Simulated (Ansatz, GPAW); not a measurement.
**Work function of 2H-VSSe under honeycomb MgO, AC at several levels**

How far do functional and basis move the work function of 2H-VSSe under honeycomb MgO, AC?

Program: GPAW 26.7.0 and Ansatz 0.2.0. Level of theory: Ansatz plane waves; layer without images along its normal, relaxation of atoms and in-plane cell, with D3(BJ) dispersion; PAW set soft_1, in the first sound run; inputs show where later runs differ. Results are calculated unless marked as measured.

### Step 1. Set-up

The cell holds 5 atoms: 1 Se, 1 V, 1 S, 1 O and 1 Mg. Its edges and angles: a = 3.275 Å, b = 3.275 Å, c = 22.316 Å, α = 90.0°, β = 90.0°, γ = 120.0°. Regions: layer 1: 2H-VSSe, 3 atoms (1 Se, 1 V and 1 S); layer 2: honeycomb MgO, 2 atoms (1 O and 1 Mg). Vacuum lies along c.

Structure file:

```cif
data_structure
_symmetry_space_group_name_H-M 'P 1'
_symmetry_Int_Tables_number 1
_cell_length_a 3.2750
_cell_length_b 3.2750
_cell_length_c 22.3161
_cell_angle_alpha 90.000
_cell_angle_beta 90.000
_cell_angle_gamma 120.000
_cell_volume 207.29
loop_
_atom_site_label
_atom_site_type_symbol
_atom_site_fract_x
_atom_site_fract_y
_atom_site_fract_z
_atom_site_occupancy
Se1 Se 0.33333 0.66667 0.35849 1
V2 V 0.00000 0.00000 0.43894 1
S3 S 0.33333 0.66667 0.50932 1
O4 O 0.33333 0.66667 0.64151 1
Mg5 Mg 0.00000 0.00000 0.64151 1
```

### Step 2. Relaxing the atoms

The atoms are relaxed first, since the surface dipole, and with it the work function, follows the positions of the outer layers.

Input file input.yaml:

```yaml
crystal:
  lattice:
    - [3.275, 0.0, 0.0]
    - [-1.6375, 2.8362331974, 0.0]
    - [0.0, 0.0, 22.3160927885]
  atoms:
    - { symbol: Se, position: [0.3333333333, 0.6666666667, 0.3584856935] }
    - { symbol: V, position: [0.0, 0.0, 0.4389402742], spin: 1.0 }
    - { symbol: S, position: [0.3333333333, 0.6666666667, 0.509322707] }
    - { symbol: O, position: [0.3333333333, 0.6666666667, 0.6415143065] }
    - { symbol: Mg, position: [0.0, 0.0, 0.6415143065] }
  periodic: [true, true, false]
magnetization:
  spin_polarized: true
kpoints:
  mp_grid: { grid: [12, 12, 1] }
hamiltonian:
  xc: pbe
  dispersion: d3bj
  pseudopotentials: { kind: paw, azcp: { folder: soft_1 } }
scf:
  occupations: { method: fermi_dirac, width: 0.05 }
relax:
  f_tol: 0.01
  max_steps: 90
  cell: {}
```

Started as:

```bash
$ ansatz run input.yaml --threads 4 --pin off --max-ram 8192MiB --backend cpu --events-out ev --progress --plain --runs-dir out
```

Numbers of over 12 decimals in the logs are rounded to 6 here.

The log of the run:

```text
Warning: crystal.periodic: the lattice vector that does not repeat stood 0.000° off the slab's normal, 22.316 Å along it as the deck builds it. The run solves the slab on a vector along the normal, 36.432 Å long, with every atom where it was (on the deck's vector they left 16.00 Å outside them, and the widest stretch free of ions among them is 2.95 Å). A fractional position that the run reports is one of the run's ce [...]
crystal.periodic: the lattice vector that does not repeat stood 0.000° off the slab's normal, 22.316 Å along it as the deck builds it. The run solves the slab on a vector along the normal, 36.432 Å long, with every atom where it was (on the deck's vector they left 16.00 Å outside them, and the widest stretch free of ions among them is 2.95 Å). A fractional position that the run reports is one of the run's cell, which [...]
Engine: ansatz 0.2.0, aarch64-unknown-linux-gnu
Pseudopotentials: kind: paw
Pseudopotential: Se, paw, valence charge 16, recommended cutoff 420 eV (normal), soft_1/Se.paw.azcp
Pseudopotential: V, paw, valence charge 13, recommended cutoff 420 eV (normal), soft_1/V.paw.azcp
Pseudopotential: S, paw, valence charge 6, recommended cutoff 420 eV (normal), soft_1/S.paw.azcp
Pseudopotential: O, paw, valence charge 6, recommended cutoff 420 eV (normal), soft_1/O.paw.azcp
Pseudopotential: Mg, paw, valence charge 10, recommended cutoff 420 eV (normal), soft_1/Mg.paw.azcp
Functional definition: PBE
  parameter kappa = 0.804
  parameter beta = 0.066725
  exchange = pbe_x(kappa = kappa, mu = beta*pi^2/3)
  correlation = pbe_c(beta = beta)
Crystal: 5 atoms, lattice volume = 338.406 Å³
Basis set: ecut = 420 eV, 6733 PW (Γ), exchange–correlation on 48×48×500 points (8 copies of the dense FFT grid, shifted against one another)
Bands: 32, of which v1, the nominal top of the filled ones, is band 26 counted from 1 (25 counted from 0)
Symmetry: 6 space group operations
Space group: P3m1 (ITA 156), of the structure as read, at distance tolerance 7.0e-5 Å
Magnetic group: BNS 156.49 (UNI 1279), of the structure as read, at distance tolerance 7.0e-5 Å
k-points: 19 of 144 (time reversal used)
Non-local potential: Se, projectors of the file, l = 0: 2, l = 1: 2, l = 2: 3, l = 3: 1
Non-local potential: V, projectors of the file, l = 0: 3, l = 1: 2, l = 2: 3, l = 3: 1
Non-local potential: S, projectors of the file, l = 0: 2, l = 1: 2, l = 2: 1
Non-local potential: O, projectors of the file, l = 0: 2, l = 1: 2, l = 2: 1
Non-local potential: Mg, projectors of the file, l = 0: 3, l = 1: 2, l = 2: 1
PAW form: soft (Blöchl's): semilocal exchange-correlation on the pseudo side does not see the compensation charge
PAW one-centre angular grid: Se, 590 points (default); XC on 64 Gauss nodes
PAW one-centre angular grid: V, 590 points (default); XC on 64 Gauss nodes
PAW one-centre angular grid: S, 110 points (default); XC on 64 Gauss nodes
PAW one-centre angular grid: O, 110 points (default); XC on 64 Gauss nodes
PAW one-centre angular grid: Mg, 110 points (default); XC on 64 Gauss nodes
Initial density: superposition of atomic densities (neutral atoms: chi_scale 0, normalization atom)
Starting moments: Σ|m| = 1 μB on 1 of 5 sites
Initial wavefunctions: pseudopotential atomic-orbital guess
Functional: x = pbe(κ = 0.804, μ = 0.219515), c = pbe(β = 0.066725)
SCF iter   1: F=—  HF=-11784.109677 eV  |F-HF|=—  |Δ(HF+E_count)|=         —  Δρ=2.88e-2 (↑2.88e-2 ↓2.80e-2)  dr2=1.40e1  dr2_m=2.76e-2  M=0.863 μB ∫|m|=1.052 μB  β_m=0.30  ethr=3.10e-3  ⟨swp⟩=16.2  Hψ=8690  notcnv=0
Mixer restart at iter 1: flushing history
preconditioner: auto → LDOS  [metal: Δε(μ)=0.019 eV  Ē_g=8.377 eV  σ=0.050 eV  W_gap=0.09  n_scr=22 (ndim 8)  ℏωp=9.7 eV  f_vac=0.711  D(μ)=1.26/eV (n_scr^D=8)]
spin=Collinear: LDOS preconditioning applied to the charge; magnetization (m = ρ↑ − ρ↓) channel mixes plain (no charge-response kernel on spin).
SCF iter   2: F=—  HF=-11780.308870 eV  |F-HF|=—  |Δ(HF+E_count)|=    3.80e0  Δρ=8.47e-3 (↑8.33e-3 ↓8.47e-3)  dr2=1.03e0  dr2_m=1.14e-2  M=0.895 μB ∫|m|=1.104 μB  β_m=0.33  ethr=3.10e-3  ⟨swp⟩=3.4  Hψ=2663  notcnv=0  defer=52
SCF iter   3: F=—  HF=-11780.079997 eV  |F-HF|=—  |Δ(HF+E_count)|=   2.29e-1  Δρ=5.94e-3 (↑5.36e-3 ↓5.94e-3)  dr2=2.26e-1  dr2_m=5.62e-3  M=0.923 μB ∫|m|=1.146 μB  β_m=0.54  ethr=2.02e-3  ⟨swp⟩=2.7  Hψ=2157  notcnv=0  defer=49
SCF iter   4: F=—  HF=-11780.116807 eV  |F-HF|=—  |Δ(HF+E_count)|=         —  Δρ=2.23e-3 (↑1.19e-3 ↓2.23e-3)  dr2=3.62e-2  dr2_m=4.18e-3  M=0.975 μB ∫|m|=1.263 μB  β_m=0.54  ethr=4.43e-4  ⟨swp⟩=3.4  Hψ=2307  notcnv=0  defer=47
SCF iter   5: F=—  HF=-11780.118679 eV  |F-HF|=—  |Δ(HF+E_count)|=         —  Δρ=1.07e-3 (↑1.07e-3 ↓9.78e-4)  dr2=9.65e-3  dr2_m=2.80e-3  M=0.985 μB ∫|m|=1.320 μB  β_m=0.54  ethr=7.10e-5  ⟨swp⟩=2.9  Hψ=2087  notcnv=0  defer=45
SCF iter   6: F=—  HF=-11780.121388 eV  |F-HF|=—  |Δ(HF+E_count)|=   2.71e-3  Δρ=7.03e-4 (↑5.17e-4 ↓7.03e-4)  dr2=3.40e-2  dr2_m=6.08e-4  M=0.986 μB ∫|m|=1.330 μB  β_m=0.28  ethr=1.89e-5  ⟨swp⟩=3.2  Hψ=2164  notcnv=0  defer=42  recentre
SCF iter   7: F=—  HF=-11780.119626 eV  |F-HF|=—  |Δ(HF+E_count)|=   1.76e-3  Δρ=8.06e-4 (↑8.06e-4 ↓7.78e-4)  dr2=8.03e-3  dr2_m=1.64e-3  M=0.987 μB ∫|m|=1.332 μB  β_m=0.38  ethr=1.89e-5  ⟨swp⟩=3.4  Hψ=2094  notcnv=0  defer=41
SCF iter   8: F=—  HF=-11780.120079 eV  |F-HF|=—  |Δ(HF+E_count)|=   4.52e-4  Δρ=3.81e-4 (↑3.81e-4 ↓3.32e-4)  dr2=6.11e-4  dr2_m=3.51e-4  M=0.989 μB ∫|m|=1.349 μB  β_m=0.41  ethr=1.58e-5  ⟨swp⟩=2.1  Hψ=1583  notcnv=0  defer=40
SCF iter   9: F=—  HF=-11780.120279 eV  |F-HF|=—  |Δ(HF+E_count)|=   2.00e-4  Δρ=9.77e-5 (↑5.07e-5 ↓9.77e-5)  dr2=5.63e-5  dr2_m=1.05e-5  M=0.990 μB ∫|m|=1.366 μB  β_m=0.57  ethr=1.20e-6  ⟨swp⟩=2.9  Hψ=2052  notcnv=0  defer=40
SCF iter  10: F=—  HF=-11780.120308 eV  |F-HF|=—  |Δ(HF+E_count)|=   2.91e-5  Δρ=3.02e-5 (↑2.79e-5 ↓3.02e-5)  dr2=3.73e-6  dr2_m=1.95e-6  M=0.991 μB ∫|m|=1.370 μB  β_m=0.62  ethr=1.10e-7  ⟨swp⟩=2.9  Hψ=2085  notcnv=0  defer=40
SCF iter  11: F=—  HF=-11780.120313 eV  |F-HF|=—  |Δ(HF+E_count)|=   4.84e-6  Δρ=1.53e-5 (↑1.53e-5 ↓1.14e-5)  dr2=1.08e-6  dr2_m=4.16e-7  M=0.991 μB ∫|m|=1.371 μB  β_m=0.61  ethr=7.32e-9  ⟨swp⟩=3.2  Hψ=2289  notcnv=0  defer=40
SCF iter  12: F=—  HF=-11780.120314 eV  |F-HF|=—  |Δ(HF+E_count)|=   7.09e-7  Δρ=4.32e-6 (↑3.85e-6 ↓4.32e-6)  dr2=1.69e-7  dr2_m=3.38e-8  M=0.991 μB ∫|m|=1.371 μB  β_m=0.66  ethr=2.12e-9  ⟨swp⟩=3.1  Hψ=2163  notcnv=0  defer=40
[...]
relax step   4: F+E_penalty+E_count = -11780.46342976 eV  Δ(F+E_penalty+E_count) = -9.642e-3 eV  max|allowed force component| = 1.961e-1 eV/Å  Δτ_max = 0.1707 Å  P = -0.630 N/m  Ω = 335.869 Å³  energy of the carried Pulay correction = +4.488e-4 eV  fix = [c, alpha, beta]  reactions: c -0.000 N/m  (9 SCF iters, dr2 threshold 5.00e-7 eV, accepted)
[...]
relax step   5: F+E_penalty+E_count = -11780.46723446 eV  Δ(F+E_penalty+E_count) = -3.805e-3 eV  max|allowed force component| = 1.978e-2 eV/Å  Δτ_max = 0.0643 Å  P = -0.306 N/m  Ω = 335.327 Å³  energy of the carried Pulay correction = +5.453e-4 eV  fix = [c, alpha, beta]  reactions: c -0.000 N/m  (8 SCF iters, dr2 threshold 5.00e-7 eV, accepted)
[...]
relax step   6: F+E_penalty+E_count = -11780.46750472 eV  Δ(F+E_penalty+E_count) = -2.703e-4 eV  max|allowed force component| = 2.525e-2 eV/Å  Δτ_max = 0.0100 Å  P = -0.095 N/m  Ω = 334.877 Å³  energy of the carried Pulay correction = +6.254e-4 eV  fix = [c, alpha, beta]  reactions: c -0.000 N/m  (8 SCF iters, dr2 threshold 8.82e-8 eV, accepted)
[...]
relax step   7: F+E_penalty+E_count = -11780.46766413 eV  Δ(F+E_penalty+E_count) = -1.594e-4 eV  max|allowed force component| = 1.544e-3 eV/Å  Δτ_max = 0.0081 Å  P = -0.002 N/m  Ω = 334.632 Å³  energy of the carried Pulay correction = +6.690e-4 eV  fix = [c, alpha, beta]  reactions: c -0.000 N/m  (7 SCF iters, dr2 threshold 3.98e-8 eV, accepted)
Initial wavefunctions: pseudopotential atomic-orbital guess (no wavefunctions were taken with the density)
iter 1 solved again at ethr=3.27e-6 eV; its pass at ethr=3.10e-3 eV (dr2=1.67e-3 eV) is discarded
SCF iter   1: F=—  HF=-11780.467075 eV  |F-HF|=—  |Δ(HF+E_count)|=         —  Δρ=9.46e-6 (↑9.46e-6 ↓9.24e-6)  dr2=5.67e-7  dr2_m=2.11e-9  M=0.820 μB ∫|m|=1.015 μB  β_m=0.65  ethr=3.27e-6  ⟨swp⟩=4.2  Hψ=12302  notcnv=0
eigensolver tolerance schedule: the retry pair's looser diagonalisation over-reported the residual by 2939.58 of it (diagonalisation noise at an unbounded share of the residual, at the tolerance the schedule requests for it); recorded, not acted on — ethr = c·dr2/N_el stays at c = 1.0e-1
preconditioner: auto → LDOS  [metal: Δε(μ)=0.003 eV  Ē_g=8.323 eV  σ=0.050 eV  W_gap=0.01  n_scr=20 (ndim 8)  ℏωp=10.1 eV  f_vac=0.727  D(μ)=1.47/eV (n_scr^D=10)]
spin=Collinear: LDOS preconditioning applied to the charge; magnetization (m = ρ↑ − ρ↓) channel mixes plain (no charge-response kernel on spin).
SCF iter   2: F=—  HF=-11780.466959 eV  |F-HF|=—  |Δ(HF+E_count)|=   1.16e-4  Δρ=5.77e-6 (↑5.77e-6 ↓4.94e-6)  dr2=9.98e-7  dr2_m=2.76e-9  M=0.820 μB ∫|m|=1.015 μB  β_m=0.30  ethr=1.11e-9  ⟨swp⟩=5.5  Hψ=3923  notcnv=0
SCF iter   3: F=—  HF=-11780.466959 eV  |F-HF|=—  |Δ(HF+E_count)|=   1.18e-7  Δρ=5.06e-6 (↑5.06e-6 ↓4.41e-6)  dr2=1.29e-7  dr2_m=2.10e-9  M=0.820 μB ∫|m|=1.015 μB  β_m=0.65  ethr=1.11e-9  ⟨swp⟩=2.2  Hψ=1529  notcnv=0
SCF iter   4: F=—  HF=-11780.466959 eV  |F-HF|=—  |Δ(HF+E_count)|=   6.55e-8  Δρ=2.63e-6 (↑2.63e-6 ↓2.28e-6)  dr2=1.24e-7  dr2_m=2.26e-9  M=0.820 μB ∫|m|=1.015 μB  β_m=0.52  ethr=2.52e-10  ⟨swp⟩=3.1  Hψ=2292  notcnv=0
SCF iter   5: F=—  HF=-11780.466959 eV  |F-HF|=—  |Δ(HF+E_count)|=   1.35e-8  Δρ=1.39e-6 (↑1.39e-6 ↓1.18e-6)  dr2=2.93e-8  dr2_m=2.75e-10  M=0.820 μB ∫|m|=1.015 μB  β_m=0.71  ethr=2.43e-10  ⟨swp⟩=1.9  Hψ=1485  notcnv=0
SCF iter   6: F=—  HF=-11780.466959 eV  |F-HF|=—  |Δ(HF+E_count)|=   1.55e-8  Δρ=2.08e-7 (↑2.08e-7 ↓2.08e-7)  dr2=4.12e-10  dr2_m=1.94e-11  M=0.820 μB ∫|m|=1.015 μB  β_m=0.79  ethr=5.74e-11  ⟨swp⟩=2.8  Hψ=1936  notcnv=0
SCF iter   7: F=—  HF=-11780.466959 eV  |F-HF|=—  |Δ(HF+E_count)|=   1.14e-8  Δρ=6.06e-8 (↑5.90e-8 ↓6.06e-8)  dr2=5.20e-11  dr2_m=4.65e-12  M=0.820 μB ∫|m|=1.015 μB  β_m=0.78  ethr=1.00e-12  ⟨swp⟩=3.6  Hψ=2639  notcnv=0
SCF iter   8: F=—  HF=-11780.466959 eV  |F-HF|=—  |Δ(HF+E_count)|=  5.22e-10  Δρ=5.36e-8 (↑5.36e-8 ↓3.44e-8)  dr2=3.51e-11  dr2_m=1.62e-12  M=0.820 μB ∫|m|=1.015 μB  β_m=0.78  ethr=1.00e-12  ⟨swp⟩=1.6  Hψ=1408  notcnv=0
SCF iter   9: F=-11780.466959 eV  HF=-11780.466959 eV  |F-HF|=2.91e-11  |Δ(HF+E_count)|=    0.00e0  Δρ=2.12e-8 (↑2.12e-8 ↓1.67e-8)  dr2=7.02e-12  dr2_m=4.03e-13  M=0.820 μB ∫|m|=1.015 μB  ethr=1.00e-12  ⟨swp⟩=7.9  Hψ=6919  notcnv=0
SCF 8 converged in 9 iterations: F = -11780.466959 eV  dr2 = 7.02e-12
relax step   8: F+E_penalty+E_count = -11780.46695897 eV  Δ(F+E_penalty+E_count) = +7.052e-4 eV  max|allowed force component| = 1.362e-3 eV/Å  Δτ_max = 0.0000 Å  P = -0.004 N/m  Ω = 334.632 Å³  fix = [c, alpha, beta]  reactions: c -0.000 N/m  stress off target by 4.21e-3 N/m on what of the cell is left free  SCF on the basis re-selected at this cell (its energy is not comparable with the rows above)  (9 SCF iters)
basis re-selected at this cell: Δ(F+E_penalty+E_count) = +7.052e-4 eV, ΔP = -0.002 N/m vs the last step (what re-selecting the basis moved, of the pressure what is left beyond the Pulay correction that the steps carried, after the strain that the cell walked since its last selection, with what the two solves' SCF thresholds leave and, on support functions, any second-order correction that the steps lacked; it is no m [...]
SCF converged after 9 iterations
Magnetization: 0.8200 μB (25.9100 up, 25.0900 down)
Absolute magnetization: 1.0137 μB (∫|ρ↑−ρ↓|, with the PAW one-centre terms)
Spin contamination: 0.0199 ħ² per cell (⟨S²⟩ above its minimum at these occupations)
Per-site moments (μB) at R_I (Å): [(-0.047501, 1.033183), (0.674141, 0.967303), (-0.000455847, 0.967303), (0.00852186, 0.775979), (-7.905253280297707e-6, 0.775979)]
Free energy (F): -11780.466959 eV
Harris-Foulkes:  -11780.466959 eV  (|F-HF|=2.91e-11)
Internal energy: -11780.454802 eV  (E = F + TS)
E sigma→0 (E₀):  -11780.460881 eV
Entropy (-TS):   -0.012157 eV (-2.431 meV/atom)
Fermi energy:    -5.301276 eV
--- Per-component energies (eV) ---
  E_band       = -1609.972655
  E_kinetic    = 753.791082
  E_local      = -164523.414344  (includes V_loc(G=0)·N_el)
  E_nonlocal   = 8.640993
  E_hartree    = 81546.270474
  E_xc         = -388.803204
  E_vxc        = -446.232390  (∫ρ·V_xc dr)
  E_paw        = -4327.116639  (= ΣΔE_a)
  E_vpaw       = -495.300447  (= ΣTr[D̂ρ^β])
  E_aug_tail   = 0.001216  (compensation charges beyond the density's cutoff)
  E_ewald      = 75151.486136
  E_disp       = -1.310517  (pairwise vdW)
  E_smearing   = -0.012157  (= −TS)
  E_closure    = 0.000000  (closes the sum)
  Σ components = -11780.466959   (vs F -11780.466959, Δ=0.00e0)
--- Forces (eV/Å), atoms counted from 1 ---
  atom   1  Se     0.00000000     0.00000000     0.00136161
  atom   2  V      0.00000000    -0.00000000     0.00036606
  atom   3  S      0.00000000     0.00000000    -0.00082997
  atom   4  O      0.00000000    -0.00000000    -0.00002642
  atom   5  Mg     0.00000000     0.00000000    -0.00087192
  max |Σ_I F_I| component: 6.27e-7 eV/Å
--- 2D stress c σ (N/m, compression-positive) ---
       -0.004208       0.000000      -0.000000
        0.000000      -0.004208      -0.000000
       -0.000000      -0.000000      -0.000000
  P = ½ c Tr σ = -0.0042 N/m
--- Relaxed structure (7 steps of the walk, 7 accepted, 1 SCFs on fresh bases) ---
  F+E_penalty+E_count = -11780.46695897 eV   max|allowed force component| = 1.362e-3 eV/Å   (the final SCF, on the basis selected at the relaxed cell)
  cell:  # Å, volume = 334.6320 Å³
    - [3.256686, 0.0, 0]
    - [-1.628343, 2.820372, 0]
    - [0, 0, 36.432186]
  atoms:
    - { symbol: Se, position: [0.333333, 0.666667, 0.222908] }
    - { symbol: V, position: [1.480297366468451e-17, -2.960594732613786e-17, 0.268327] }
    - { symbol: S, position: [0.333333, 0.666667, 0.306790] }
    - { symbol: O, position: [0.333333, 0.666667, 0.394960] }
    - { symbol: Mg, position: [1.480297366468451e-17, -2.960594732613786e-17, 0.393351] }
```

Wall time 1.9 min (4 threads of Arm Neoverse V1, shared host); peak memory 0.9 GiB.

Step by step:

| step | energy less that of the first step (eV) | largest force component (eV/Å) | volume (Å³) |
| --- | --- | --- | --- |
| 1 | 0.0000 | 2.1222 | 338.41 |
| 2 | -0.3044 | 0.9482 | 338.88 |
| 3 | -0.3335 | 0.2517 | 337.00 |
| 4 | -0.3431 | 0.1961 | 335.87 |
| 5 | -0.3469 | 0.0198 | 335.33 |
| 6 | -0.3472 | 0.0252 | 334.88 |
| 7 | -0.3474 | 0.0015 | 334.63 |
| 8* | -0.3466 | 0.0014 | 334.63 |

Relaxation steps marked * repeat the geometry before them on a plane-wave basis chosen anew for their cell, so energy and pressure can jump there.

The run keeps the 6 symmetry operations that it works with, so distortions that break them were not tested.

```
cell as run  before  after  change
      a (Å)   3.275  3.257  -0.6 %
      b (Å)   3.275  3.257  -0.6 %
```

The atoms that moved most (Å, along periodic axes as changes of fractional coordinates times the final cell, across vacuum about the mean position):

```
atom     dx     dy      dz  length
  S3  0.000  0.000  -0.189   0.189
 Se1  0.000  0.000   0.121   0.121
  O4  0.000  0.000   0.073   0.073
  V2  0.000  0.000  -0.020   0.020
 Mg5  0.000  0.000   0.015   0.015
```

Final coordinates:

```cif
data_structure
_symmetry_space_group_name_H-M 'P 1'
_symmetry_Int_Tables_number 1
_cell_length_a 3.2567
_cell_length_b 3.2567
_cell_length_c 36.4322
_cell_angle_alpha 90.000
_cell_angle_beta 90.000
_cell_angle_gamma 120.000
_cell_volume 334.63
loop_
_atom_site_label
_atom_site_type_symbol
_atom_site_fract_x
_atom_site_fract_y
_atom_site_fract_z
_atom_site_occupancy
Se1 Se 0.33333 0.66667 0.22291 1
V2 V 0.00000 0.00000 0.26833 1
S3 S 0.33333 0.66667 0.30679 1
O4 O 0.33333 0.66667 0.39496 1
Mg5 Mg 0.00000 0.00000 0.39335 1
```

This step gave:

| Property | Result |
| --- | --- |
| free energy | -11780.4670 eV |
| smearing term TS | 0.01216 eV |
| magnetization | 0.8200 μB |
| absolute magnetization | 1.014 μB |
| site moments | -0.04750, 0.6741, -4.56e-4, 0.008522, -7.91e-6 μB |
| symmetry operations | 6 |

Site moment by atom:

```
atom  site moment (μB)
 Se1            -0.048
  V2             0.674
  S3             0.000
  O4             0.009
 Mg5             0.000
```

The relaxation lowered the energy of the cell by 0.347 eV.

[end of part 1 of 3]

[Logs are printed without paths, hosts, clocks, repeated set-up lines and the standing remarks that a program may print on its own settings, such as how far it seeks lower states.]

[Hosts, paths, dates, database ids (printed as entryN), source tags and the programs' standing remarks are cut or masked in the printed files.]
